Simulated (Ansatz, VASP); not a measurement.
GaCo in VASP and in Ansatz

Contents of INCAR:

```
SYSTEM = GaCo
ALGO     = Normal         ! electronic algorithm
EDIFF    = 1E-7           ! SCF threshold, eV
ENCUT    = 520            ! plane-wave cutoff, eV
ISIF     = 2              ! what is computed and relaxed
ISMEAR   = -1             ! smearing method
LASPH    = .True.         ! aspherical terms in the spheres
LCHARG   = .False.        ! write CHGCAR
LREAL    = .False.        ! projectors in reciprocal space
LWAVE    = .False.        ! write WAVECAR
NBANDS   = 18             ! bands
NELM     = 80             ! most SCF steps
PREC     = Accurate       ! precision mode
SIGMA    = 0.08           ! smearing width, eV
```

Contents of KPOINTS:

```
k-points
0
Gamma
  11 11 11
  0 0 0
```

The input POSCAR:

```
GaCo
1.0
    2.6031630003      0.0000000000      0.0000000000
    0.0000000000      2.6031630003      0.0000000000
    0.0000000000      0.0000000000      2.6031630003
Ga Co
1 1
Direct
    0.5000000000      0.5000000000      0.5000000000
    0.0000000000      0.0000000000      0.0000000000
```

Input for Ansatz:

```yaml
crystal:
  lattice:
    - [2.6031630003, 0.0, 0.0]
    - [0.0, 2.6031630003, 0.0]
    - [0.0, 0.0, 2.6031630003]
  atoms:
    - { symbol: Ga, position: [0.5, 0.5, 0.5] }
    - { symbol: Co, position: [0.0, 0.0, 0.0] }
kpoints:
  mp_grid: { grid: [11, 11, 11] }
scf:
  occupations: { method: fermi_dirac, width: 0.08 }
  lower_state_search: "off"
hamiltonian:
  xc: lda
  pseudopotentials: { kind: paw }
output:
  forces: true
  stress: true
  eigenvalues: true
```

Change from the starting cell: volume scaled by 0.74, no spin polarisation, PAW files.

Alike in both runs: task single point; functional LDA; k mesh 11 × 11 × 11; occupations fermi-dirac, width 0.08 eV; no spin polarisation.

```csv
,VASP,Ansatz
version,VASP 6.6.1,Ansatz 0.2.0
potentials or method,"VASP PAW LDA potentials, release 64 (Ga_d, Co)","PAW with Ansatz's default frozen-core files, scalar-relativistic"
plane-wave cutoff (eV),520,420
valence electrons in the cell,22,30
```

Ansatz gave:

| Quantity | Value |
| --- | --- |
| pressure (GPa) | 85.3 |

Task: Which values does VASP return?

Result: Pressure (GPa): 87.5.

The two sets of potentials don't hold the same shells in valence.

Caveats: the cell as given lies far from equilibrium; so large a pressure means that the cell lies far from this level's equilibrium, or that cutoff or potentials fall short (VASP). Spin polarisation is off, so any magnetic state and its effect on volume and gap are missing.
